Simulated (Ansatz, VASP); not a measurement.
**One calculation of ZrS, two programs**

Contents of INCAR:

```
SYSTEM = ZrS
  ALGO = Normal
  EDIFF = 1E-6
  EDIFFG = -0.01
  ENCUT = 600
  GGA = PS
  IBRION = 2
  ISIF = 3
  ISMEAR = 0
  LASPH = .TRUE.
  LCHARG = .FALSE.
  LREAL = .FALSE.
  LWAVE = .FALSE.
  NELM = 100
  NSW = 80
  PREC = Accurate
  SIGMA = 0.1
```

File KPOINTS:

```
k-points
0
G
  1 1 1
  0 0 0
```

Contents of POSCAR:

```
ZrS
1.0
    0.0000000000      2.6250000000      2.6250000000
    2.6250000000      0.0000000000      2.6250000000
    2.6250000000      2.6250000000      0.0000000000
Zr S
1 1
Direct
    0.0000000000      0.0000000000      0.0000000000
    0.5000000000      0.5000000000      0.5000000000
```

Input for Ansatz:

```yaml
crystal:
  lattice:
    - [0.0, 2.625, 2.625]
    - [2.625, 0.0, 2.625]
    - [2.625, 2.625, 0.0]
  atoms:
    - { symbol: Zr, position: [0.0, 0.0, 0.0] }
    - { symbol: S, position: [0.5, 0.5, 0.5] }
basis:
  ecutwfc: 420
kpoints:
  mp_grid: { grid: [1, 1, 1] }
hamiltonian:
  xc: pbesol
scf:
  occupations: { method: gaussian, width: 0.1 }
output:
  forces: true
  stress: true
  eigenvalues: true
relax:
  adjacent_minimum: "off"
  f_tol: 0.01
  max_steps: 60
  cell: { stress_tol: 0.05 }
```

Alike in both runs: task relaxation of cell and atoms; functional PBEsol; k mesh 1 × 1 × 1; occupations gaussian, width 0.1 eV; no spin polarisation.

|  | VASP | Ansatz |
| --- | --- | --- |
| version | VASP 6.6.1 | Ansatz 0.2.0 |
| potentials or method | VASP PAW PBE potentials, release 64 (Zr_sv, S) | scalar-relativistic, plane waves, PAW |
| plane-wave cutoff (eV) | 600 | 420 |
| valence electrons in the cell | 18 | 18 |

VASP gave:

* relaxed volume (Å³/atom): 44.82
* relaxed cell length with the largest relative difference (Å): 5.023
* energy change over the relaxation (meV/atom): -1189

**Question.** Which values does Ansatz return?

**Answer.** Relaxed volume (Å³/atom): 29.29; relaxed cell length with the largest relative difference (Å): 4.359; energy change over the relaxation (meV/atom): -1233.

One of these differences is far larger than is usual between the two programs; its cause wasn't traced.

Caveats: the k mesh is coarse (spacing up to 2.07 Å⁻¹), so the values aren't converged; the volume moved by over 15 % at a fixed basis, so the end points are rough (VASP); the PAW data sets were made with another functional, which shifts forces and pressure a little (VASP); an odd mesh through Γ misses points on the zone boundary, where band edges often lie. Zero-point motion and thermal expansion aren't in these numbers.
